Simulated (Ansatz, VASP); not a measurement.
**AgCl in VASP and in Ansatz**

```
Ag Cl
1.0
     0.00000    2.86093    2.86093
     2.86093    0.00000    2.86093
     2.86093    2.86093    0.00000
Ag Cl
1 1
Direct
  0.00000 0.00000 0.00000
  0.50000 0.50000 0.50000
```

Alike in both runs: task single point; functional PBE; k mesh 8 × 8 × 8; occupations gaussian, width 0.02 eV; no spin polarisation.

|  | VASP | Ansatz |
| --- | --- | --- |
| version | VASP 6.6.1 | Ansatz 0.2.0 |
| potentials or method | VASP PAW PBE potentials, release 64 (Ag, Cl) | scalar-relativistic, plane waves, PAW |
| plane-wave cutoff (eV) | 520 | 420 |
| valence electrons in the cell | 18 | 26 |

```csv
,VASP,Ansatz,Ansatz less VASP
gap on the k mesh at the Fermi level (eV),0.95,0.95,+0.003
least direct gap on the mesh (eV),2.90,2.90,-0.001
pressure (GPa),-2.2,-2.1,+0.11
```

The two sets of potentials don't hold the same shells in valence.

A k mesh can miss the band edges. PBE gaps usually lie below the measured ones, often by a third to a half.
